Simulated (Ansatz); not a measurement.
CuO:

```
Cu O
1.0
     2.34185   -1.71130    0.00000
    -1.49182   -1.71130   -5.05787
     2.34185    5.13390    0.00000
Cu O
4 4
Direct
  0.32133 0.95658 0.29054
  0.67867 0.04342 0.70946
  0.32256 0.52186 0.68365
  0.67744 0.47814 0.31635
  0.41767 0.70732 0.00990
  0.41393 0.79268 0.65850
  0.22494 0.34817 0.07342
  0.94346 0.15183 0.25818
```

The cell isn't the ideal one: a zone-boundary wave of random shape, sigma 0.4 Å.

Base run:

| Item | Value |
| --- | --- |
| Program | Ansatz 0.2.0 |
| Functional | LDA |
| Potentials or basis | Ansatz PAW |
| Cutoff | 420 eV (not typed: the program's choice for these potentials) |
| k mesh | 9 × 5 × 5 |
| Occupations | fermi-dirac, width 0.05 eV |
| Spin | no spin polarisation |
| Hubbard terms | Cu d U = 1 eV |

Its results: band gap on the k mesh none (metal or under the smearing width); pressure 40.0 GPa; largest force 15.063 eV/Å.

**Question.** The run is repeated on the same cell with these changes: hubbard terms from Cu d U = 1 eV to Cu d U = 8 eV. What comes out?

**Answer.** Band gap on the k mesh none (metal or under the smearing width); pressure 44.9 GPa; largest force 16.309 eV/Å.

Caveats: a pressure of tens of GPa on the cell as given is suspect, and the run, the potentials or the cell itself is likely at fault; the run has no spin polarisation, though such a crystal can be magnetic; U without spin polarisation on a metal has little footing; the PAW data sets come from PBE, with cores solved anew for the run's functional, which leaves a small shift of forces and pressure; forces of over 1 eV/Å show positions far from the minimum, so gaps and moduli don't describe the material at rest.
